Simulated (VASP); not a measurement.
Write the native input for VASP 6.6.1 that does the following.

```yaml
Task: single point
Functional: RPBE
Potentials_or_basis: VASP PAW PBE potentials, release 64 (As)
Cutoff: 500 eV
k_mesh: 9 × 9 × 9
Occupations: gaussian, width 0.05 eV
Spin: no spin polarisation
Further_INCAR_settings: ALGO = Fast; EDIFF = 1e-06; NBANDS = 12
```

The structure of As lies in POSCAR:

```
As
4.131
    0.455288525466      0.262860952723      0.850656498305
   -0.455288525466      0.262860952723      0.850656498305
    0.000000000000     -0.525721905471      0.850656498305
As
2
Direct
    0.2260000000      0.2260000000      0.2260000000
    0.7740000000      0.7740000000      0.7740000000
```

One way to write it, as run:

INCAR

```
PREC     = Accurate       # precision mode
ENCUT    = 500            # plane-wave cutoff, eV
EDIFF    = 1E-6           # SCF threshold, eV
ISMEAR   = 0              # smearing method
SIGMA    = 0.05           # smearing width, eV
LREAL    = F              # projectors in reciprocal space
LASPH    = T              # aspherical terms in the spheres
NELM     = 100            # most SCF steps
ALGO     = Fast           # electronic algorithm
ISIF     = 2              # what is computed and relaxed
LWAVE    = F              # write WAVECAR
LCHARG   = T              # write CHGCAR
GGA      = RP             # functional
LELF     = T              # ELF
LVHAR    = T            
NBANDS   = 12             # bands
```

KPOINTS

```
Automatic mesh
0
Gamma
  9 9 9
```

Potentials or basis: VASP PAW PBE potentials, release 64 (As).

Command:

```sh
$ cat potpaw_PBE.64/As/POTCAR > POTCAR
$ mpirun -np 1 vasp_std > vasp.out
```

It gave:

The pressure is 5.7 GPa, the largest force is 0.518 eV/Å and the band gap on the k mesh is none (metal or under the smearing width).

Caveat: the PAW data sets were made with another functional, which shifts forces and pressure a little.

Run time: 20 s on 1 thread of Intel(R) Xeon(R) 6975P-C (Granite Rapids) (shared host), peak memory 0.17 GiB.
